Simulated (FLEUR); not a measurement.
The system is ZrS2.

```
CELL_PARAMETERS angstrom
3.69138 0.00000 0.00000
-1.84569 3.19683 0.00000
0.00000 0.00000 6.04108
ATOMIC_POSITIONS crystal
Zr 0.00000 0.00000 0.00000
S 0.33333 0.66667 0.23791
S 0.66667 0.33333 0.76209
```

The cell is a database's computed one.

Base run:

* Program: FLEUR MaX-R8.1 (later development tree)
* Functional: PBE
* Potentials or basis: all-electron
* Basis: FLAPW
* Kmax: 5.08 1/bohr
* k mesh: 6 × 6 × 4
* Occupations: fermi-dirac, width 0.05 eV
* Spin: spin-orbit coupling, no magnetisation

Its results: band gap on the k mesh 1.05 eV, indirect (least direct gap 1.60 eV).

Question: The run is repeated on the same cell with these changes: functional from PBE to RPBE. What comes out?

Answer: Band gap on the k mesh 1.23 eV, indirect (least direct gap 1.76 eV).

Caveats: spin-orbit coupling is added in second variation on a limited number of bands.
